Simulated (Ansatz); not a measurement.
# Residual resistivity of an alloy: Mo(100) with 4 layers of random Mo-Zn, 2x2

Aim: the residual resistivity of a random alloy, from Mo(100) with 4 layers of random Mo-Zn, 2x2 and longer regions.

Method: Ansatz plane-wave DFT, PBE, PAW files; ballistic transport by layer matching (Landauer), zero bias; PAW set soft_1, in Ansatz 0.2.0.

Most raw output is cut from this account.

### Step 1. The starting structure

The cell holds 56 atoms: 48 Mo and 8 Zn. Cell: a = 6.294 Å, b = 6.294 Å, c = 22.029 Å, α = 90.0°, β = 90.0°, γ = 90.0°. It derives from Mo. Regions: lead, 40 atoms (40 Mo); scattering region, 16 atoms (8 Zn and 8 Mo). The structure is stacked along c, and the current runs across the ab planes.

### Step 2. With 4 alloy layers

In 4 layers a share of 0.5 of the sites is given to Zn at random. The layers about the cell's end stay perfect and serve as the lead. Disorder leaves little or no symmetry, which makes such runs dear. Energies from -0.05 to 0.05 eV in steps of 0.05 eV are too few for the program's thermal sum, so it prints no conductance; for a metal the transmission near the Fermi level serves, at a fraction of the cost.

input.yaml

```yaml
crystal:
  lattice:
    - [6.294, 0.0, 0.0]
    - [0.0, 6.294, 0.0]
    - [0.0, 0.0, 22.029]
  atoms:
    - { symbol: Mo, position: [0.0, 0.0, 0.0357142857] }
    - { symbol: Mo, position: [0.0, 0.5, 0.0357142857] }
    - { symbol: Mo, position: [0.5, 0.0, 0.0357142857] }
    - { symbol: Mo, position: [0.5, 0.5, 0.0357142857] }
    - { symbol: Mo, position: [0.25, 0.25, 0.1071428571] }
    - { symbol: Mo, position: [0.25, 0.75, 0.1071428571] }
    - { symbol: Mo, position: [0.75, 0.25, 0.1071428571] }
    - { symbol: Mo, position: [0.75, 0.75, 0.1071428571] }
[... 44 atom lines left out ...]
    - { symbol: Mo, position: [0.25, 0.25, 0.9642857143] }
    - { symbol: Mo, position: [0.25, 0.75, 0.9642857143] }
    - { symbol: Mo, position: [0.75, 0.25, 0.9642857143] }
    - { symbol: Mo, position: [0.75, 0.75, 0.9642857143] }
kpoints:
  mp_grid: { grid: [4, 4, 1] }
hamiltonian:
  xc: pbe
  pseudopotentials: { kind: paw, azcp: { folder: soft_1 } }
scf:
  occupations: { method: fermi_dirac, width: 0.1 }
output:
  transmission: { leads: [[0, 4]], kmesh: [8, 8], e_range: [-0.05, 0.05], de: 0.05 }
  write_potential: true
  write_density: true
  volumetric_format: npy
```

Run with:

```
$ ansatz run input.yaml --threads 4 --pin off --max-ram 15360MiB --backend cpu --events-out ev --progress --plain --runs-dir out
```

It took 4.7 min on 4 threads of Intel Xeon Platinum 8488C (Sapphire Rapids), shared host; peak memory 7.5 GiB; 18 min of CPU time.

This step gave:

```yaml
free_energy: -264438.9935 eV
energy_at_zero_smearing: -264438.3213 eV
fermi_energy: 19.51 eV
cell_area: 39.61 Å²
transmission_per_spin_nearest_the_fermi_level: 1.873
open_channels_per_spin_nearest_the_fermi_level: 6.562
step_of_the_lead_s_potential: 36.6 meV
```

Per spin. Table of transmission, zone mean by energy, zero at the Fermi level:

```csv
energy (eV),"transmission, zone mean"
-0.0500,1.94
0.0000,1.87
0.0500,1.87
```

Per spin. Table of open channels, zone mean, lead by energy, zero at the Fermi level:

```csv
energy (eV),"open channels, zone mean, lead"
-0.0500,6.59
0.0000,6.56
0.0500,6.84
```

Transmission over k1 and k2. At 0.0000 eV from the Fermi level.

Ten even steps from '_' (0.00) to '@' (4.87):
```
______------__..
::__..**%%**--__
::--**%%@@@@**--
..--%%@@@@@@%%--
::--**@@@@%%**--
::__--**%%**..__
__..__------____
____::::..::::__
```
Columns: k1 (b1) from -0.5 to 0.375; rows upwards: k2 (b2) from -0.5 to 0.375.

Open channels over k1 and k2. At 0.0000 eV from the Fermi level.

Values, 8 rows by 8 columns:
```
 0.0  1.0  2.0  5.0  7.0  5.0  2.0  1.0
 4.0  2.0  4.0 11.0 15.0 11.0  5.0  2.0
 4.0  5.0 11.0 14.0 14.0 14.0 11.0  5.0
 4.0  7.0 15.0 14.0 14.0 14.0 15.0  7.0
 4.0  5.0 11.0 14.0 14.0 14.0 11.0  5.0
 4.0  2.0  5.0 11.0 15.0 11.0  4.0  2.0
 0.0  1.0  2.0  5.0  7.0  5.0  2.0  1.0
 0.0  0.0  4.0  4.0  4.0  4.0  4.0  0.0
```
Columns: k1 (b1) from -0.5 to 0.375; rows upwards: k2 (b2) from -0.5 to 0.375.

Over the solved energies the transmission per spin lies between 1.87 and 1.94, out of 6.67 channels of the lead on average (up to 6.84). The log calls the step of a lead's potential too much.

### Step 3. With 8 alloy layers

In 8 layers a share of 0.5 of the sites is given to Zn at random. A fresh draw is used; the growth of the resistance with length is what counts.

System of this step: Mo(100) with 8 layers of random Mo-Zn, 2x2. The cell holds 72 atoms: 56 Mo and 16 Zn. Its edges and angles: a = 6.294 Å, b = 6.294 Å, c = 28.323 Å, α = 90.0°, β = 90.0°, γ = 90.0°. It derives from Mo. Regions: lead, 40 atoms (40 Mo); scattering region, 32 atoms (16 Mo and 16 Zn). The structure is stacked along c, and the current runs across the ab planes.

input.yaml

```yaml
crystal:
  lattice:
    - [6.294, 0.0, 0.0]
    - [0.0, 6.294, 0.0]
    - [0.0, 0.0, 28.323]
  atoms:
    - { symbol: Mo, position: [0.0, 0.0, 0.0277777778] }
    - { symbol: Mo, position: [0.0, 0.5, 0.0277777778] }
    - { symbol: Mo, position: [0.5, 0.0, 0.0277777778] }
    - { symbol: Mo, position: [0.5, 0.5, 0.0277777778] }
    - { symbol: Mo, position: [0.25, 0.25, 0.0833333333] }
    - { symbol: Mo, position: [0.25, 0.75, 0.0833333333] }
    - { symbol: Mo, position: [0.75, 0.25, 0.0833333333] }
    - { symbol: Mo, position: [0.75, 0.75, 0.0833333333] }
[... 60 atom lines left out ...]
    - { symbol: Mo, position: [0.25, 0.25, 0.9722222222] }
    - { symbol: Mo, position: [0.25, 0.75, 0.9722222222] }
    - { symbol: Mo, position: [0.75, 0.25, 0.9722222222] }
    - { symbol: Mo, position: [0.75, 0.75, 0.9722222222] }
kpoints:
  mp_grid: { grid: [4, 4, 1] }
hamiltonian:
  xc: pbe
  pseudopotentials: { kind: paw, azcp: { folder: soft_1 } }
scf:
  occupations: { method: fermi_dirac, width: 0.1 }
output:
  transmission: { leads: [[0, 4]], kmesh: [8, 8], e_range: [-0.05, 0.05], de: 0.05 }
  write_potential: true
  write_density: true
  volumetric_format: npy
```

Elapsed: 11 min, on 4 threads; peak memory 8 GiB.

Numbers from this step:

* free energy: -330637.5558 eV
* energy at zero smearing: -330636.7207 eV
* Fermi energy: 18.64 eV
* transmission per spin nearest the Fermi level: 1.067
* open channels per spin nearest the Fermi level: 6.594
* step of the lead's potential: 25.3 meV

Per spin. Table of transmission, zone mean by energy, zero at the Fermi level:

```csv
energy (eV),"transmission, zone mean"
-0.0500,1.00
0.0000,1.07
0.0500,1.10
```

Over the solved energies the transmission per spin lies between 1.00 and 1.10, out of 6.68 channels of the lead on average (up to 6.84). The log calls the step of a lead's potential too much.

### Step 4. With 12 alloy layers

In 12 layers a share of 0.5 of the sites is given to Zn at random. A fresh draw is used; the growth of the resistance with length is what counts.

System of this step: Mo(100) with 12 layers of random Mo-Zn, 2x2. The cell holds 88 atoms: 64 Mo and 24 Zn. Its edges and angles: a = 6.294 Å, b = 6.294 Å, c = 34.617 Å, α = 90.0°, β = 90.0°, γ = 90.0°. It derives from Mo. Regions: lead, 40 atoms (40 Mo); scattering region, 48 atoms (24 Zn and 24 Mo). The structure is stacked along c, and the current runs across the ab planes.

input.yaml

```yaml
crystal:
  lattice:
    - [6.294, 0.0, 0.0]
    - [0.0, 6.294, 0.0]
    - [0.0, 0.0, 34.617]
  atoms:
    - { symbol: Mo, position: [0.0, 0.0, 0.0227272727] }
    - { symbol: Mo, position: [0.0, 0.5, 0.0227272727] }
    - { symbol: Mo, position: [0.5, 0.0, 0.0227272727] }
    - { symbol: Mo, position: [0.5, 0.5, 0.0227272727] }
    - { symbol: Mo, position: [0.25, 0.25, 0.0681818182] }
    - { symbol: Mo, position: [0.25, 0.75, 0.0681818182] }
    - { symbol: Mo, position: [0.75, 0.25, 0.0681818182] }
    - { symbol: Mo, position: [0.75, 0.75, 0.0681818182] }
[... 76 atom lines left out ...]
    - { symbol: Mo, position: [0.25, 0.25, 0.9772727273] }
    - { symbol: Mo, position: [0.25, 0.75, 0.9772727273] }
    - { symbol: Mo, position: [0.75, 0.25, 0.9772727273] }
    - { symbol: Mo, position: [0.75, 0.75, 0.9772727273] }
kpoints:
  mp_grid: { grid: [4, 4, 1] }
hamiltonian:
  xc: pbe
  pseudopotentials: { kind: paw, azcp: { folder: soft_1 } }
scf:
  occupations: { method: fermi_dirac, width: 0.1 }
output:
  transmission: { leads: [[0, 4]], kmesh: [8, 8], e_range: [-0.05, 0.05], de: 0.05 }
  write_potential: true
  write_density: true
  volumetric_format: npy
```

Run time: 17 min. Hardware: 4 threads; peak memory 8.1 GiB; 62 min of CPU time.

Numbers from this step:

```yaml
free_energy: -396835.3491 eV
energy_at_zero_smearing: -396834.3338 eV
fermi_energy: 18.06 eV
transmission_per_spin_nearest_the_fermi_level: 0.7883
step_of_the_lead_s_potential: 11.6 meV
```

Per spin. Transmission, zone mean against energy, zero at the Fermi level:

```csv
energy (eV),"transmission, zone mean"
-0.0500,0.755
0.0000,0.788
0.0500,0.754
```

Over the solved energies the transmission per spin lies between 0.754 and 0.788, out of 6.64 channels of the lead on average (up to 6.78).

### Step 5. Resistance against length

This step: Ansatz plane-wave DFT, PBE, PAW files; ballistic transport by layer matching (Landauer), zero bias; residual resistivity from the slope of the area resistance, atoms on the host's lattice; PAW set soft_1 (Ansatz 0.2.0).

This step gave:

```yaml
resistivity: 315.4 µΩ cm
intercept: -0.001647 fΩ m²
scatter_about_the_fit: 0.06711 fΩ m²
```

Resistance, by row:

```csv
run,length (Å),T,channels N,RA (fΩ m²)
n4,6.294,1.892,6.667,1.936
n8,12.59,1.059,6.677,4.063
n12,18.88,0.7658,6.635,5.906
```

Area resistance against length of the alloy:

```csv
length of the alloy (Å),area resistance (fΩ m²)
6.29,1.94
12.59,4.06
18.88,5.91
```

The area resistance goes from 1.9 to 5.9 fΩ m² between 6.3 and 18.9 Å, a slope of 315 µΩ cm.

By hand from the end points: (5.906 − 1.936) fΩ m² / (18.88 − 6.29) Å = 315 µΩ cm, since 1 fΩ m² per Å is 1000 µΩ cm.

### Step 6. What came out

* resistivity from the slope: 315 µΩ cm
* area resistance over 6.29 Å: 1.94 fΩ m²
* area resistance over 12.6 Å: 4.06 fΩ m²
* area resistance over 18.9 Å: 5.91 fΩ m²

**Reading.** The slope gives 315 µΩ cm. The points scatter by 0.067 fΩ m² about the line, with one random draw a length in a 2x2 cell, so the slope is a rough value. Read with a model of isotropic scattering on a spherical Fermi surface and the lead's 1.3×10¹⁵ S/m², this slope means a mean free path near 1.8 Å (a rough figure, since the alloy's own channel count differs); over these lengths the model's slope is within 3 % of its bulk resistivity, though a free path of a few ångströms strains the picture. The atoms sit on the host's lattice, so scattering by size misfit is left out. With 50 % of Zn, whose own structure is another, this is a hypothetical phase. A lead's potential steps by up to 37 meV from period to period, which the log calls too much, so longer leads could move the result.

[Logs are printed without paths, hosts, clocks, repeated set-up lines and the standing remarks that a program may print on its own settings, such as how far it seeks lower states.]

[Hosts, paths, dates, database ids (printed as entryN), source tags and the programs' standing remarks are cut or masked in the printed files.]
